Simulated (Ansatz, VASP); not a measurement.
Given: the input of a run of Ansatz 0.2.0 on Mg.

File input.yaml:

```yaml
crystal:
  lattice:
    - [3.2093, 0.0, 0.0]
    - [-1.60465, 2.7793353284, 0.0]
    - [0.0, 0.0, 5.2103]
  atoms:
    - { symbol: Mg, position: [0.6666666667, 0.3333333333, 0.75] }
    - { symbol: Mg, position: [0.3333333333, 0.6666666667, 0.25] }
kpoints:
  mp_grid: { grid: [10, 10, 5] }
scf:
  occupations: { method: fermi_dirac, width: 0.05 }
hamiltonian:
  xc: pbe
  pseudopotentials: { kind: all_electron, lapw: { basis_error: 0.001 } }
output:
  forces: true
  stress: true
relax:
  f_tol: 0.005
  max_steps: 60
  cell: {}
```

Potentials or basis: all-electron LAPW, scalar-relativistic.

The run is started by

```sh
$ ansatz run input.yaml --threads 1 --pin off --max-ram 3072MiB --backend cpu --events-out ev --progress --plain --runs-dir out
```

Translate it to VASP 6.6.1. Potentials there: VASP PAW PBE potentials, release 64 (Mg).

As run (the cutoff follows the program's own potentials):

The input INCAR:

```
  ALGO = Normal
  EDIFF = 1E-7
  EDIFFG = -0.005
  ENCUT = 600
  GGA = PE
  IBRION = 2
  ISIF = 3
  ISMEAR = -1
  LASPH = True
  LCHARG = False
  LREAL = False
  LWAVE = False
  NELM = 80
  NSW = 80
  PREC = Accurate
  SIGMA = 0.05
```

The input KPOINTS:

```
k-points
0
Gamma
  10 10 5
```

The input POSCAR:

```
Mg
1.0
    3.2093000000      0.0000000000      0.0000000000
   -1.6046500000      2.7793353284      0.0000000000
    0.0000000000      0.0000000000      5.2103000000
Mg
2
Direct
    0.6666666667      0.3333333333      0.7500000000
    0.3333333333      0.6666666667      0.2500000000
```

Potentials or basis: VASP PAW PBE potentials, release 64 (Mg).

The run is started by

```console
$ cat potpaw_PBE.64/Mg/POTCAR > POTCAR
$ mpirun -np 1 vasp_std > vasp.out
```

Both were run:

|  | VASP | Ansatz | Ansatz less VASP |
| --- | --- | --- | --- |
| relaxed volume (Å³/atom) | 22.93 | 23.01 | +0.087 |
| relaxed cell length with the largest relative difference (Å) | 5.289 | 5.297 | +0.0076 |
| energy change over the relaxation (meV/atom) | -3 | -3 | +0.2 |

Ansatz ran all-electron here, so the differences hold the error of VASP's frozen core and of both bases.
